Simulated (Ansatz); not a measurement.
The system is BP.

```
CELL_PARAMETERS angstrom
0.00000 2.26900 2.26900
2.26900 0.00000 2.26900
2.26900 2.26900 0.00000
ATOMIC_POSITIONS crystal
P 0.75000 0.75000 0.75000
B 0.00000 0.00000 0.00000
```

Base run:

| Property | Result |
| --- | --- |
| Program | Ansatz 0.2.0 |
| Functional | revPBE |
| Potentials or basis | Ansatz PAW |
| Cutoff | 420 eV (not typed: the program's choice for these potentials) |
| k mesh | 10 × 10 × 10 |
| Occupations | fermi-dirac, width 0.05 eV |
| Spin | no spin polarisation |

Its results: band gap on the k mesh 1.26 eV, indirect (least direct gap 3.40 eV); pressure 3.3 GPa.

Question: After a change of settings the same cell gave: band gap on the k mesh 1.42 eV, indirect (least direct gap 3.60 eV); pressure -0.2 GPa. Which change was it?
A. functional from revPBE to HF; k mesh from 10 × 10 × 10 to 5 × 5 × 5
B. functional from revPBE to r2SCAN; cutoff from 420 eV (not typed: the program's choice for these potentials) to 500 eV (not typed: the program's choice for these potentials)
C. functional from revPBE to HSEsol; k mesh from 10 × 10 × 10 to 5 × 5 × 5
D. functional from revPBE to PBEsol0; k mesh from 10 × 10 × 10 to 5 × 5 × 5

Answer: B.

r2SCAN gives the wider gap, since meta-GGAs in the generalised Kohn-Sham scheme recover part of the derivative discontinuity.

Caveats: the PAW data sets come from PBE, with cores solved anew for the run's functional, which leaves a small shift of forces and pressure.

Runs at the PBE level aren't shown here.
